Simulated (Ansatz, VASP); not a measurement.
**One calculation of NaH, two programs**

```
Na H
1.0
     0.00000    2.44000    2.44000
     2.44000    0.00000    2.44000
     2.44000    2.44000    0.00000
Na H
1 1
Direct
  0.95389 0.95389 0.04611
  0.50000 0.50000 0.50000
```

Change from the starting cell: all Na atoms moved +0.225 Å, as atom 1 towards its neighbour atom 2 (H) at 2.440 Å.

Alike in both runs: task single point; functional PBE; k mesh 8 × 8 × 8; occupations gaussian, width 0.05 eV; no spin polarisation.

```csv
,VASP,Ansatz
version,VASP 6.6.1,Ansatz 0.2.0
potentials or method,"VASP PAW PBE potentials, release 64 (Na_pv, H)","scalar-relativistic, plane waves, PAW"
plane-wave cutoff (eV),520,420
valence electrons in the cell,8,10
```

VASP gave:

| Property | Result |
| --- | --- |
| gap on the k mesh at the Fermi level (eV) | 3.70 |
| least direct gap on the mesh (eV) | 4.55 |
| pressure (GPa) | -0.3 |
| largest component of the traceless stress (GPa) | 1.03 |
| rms of the force components (eV/Å) | 0.122 |

Problem. Which values does Ansatz return?

Solution. gap on the k mesh at the Fermi level (eV): 3.70; least direct gap on the mesh (eV): 4.55; pressure (GPa): -0.2; largest component of the traceless stress (GPa): 1.02; rms of the force components (eV/Å): 0.121.

Atom by atom the forces differ by 0.001 eV/Å (rms over components). The two sets of potentials don't hold the same shells in valence.

A k mesh can miss the band edges.
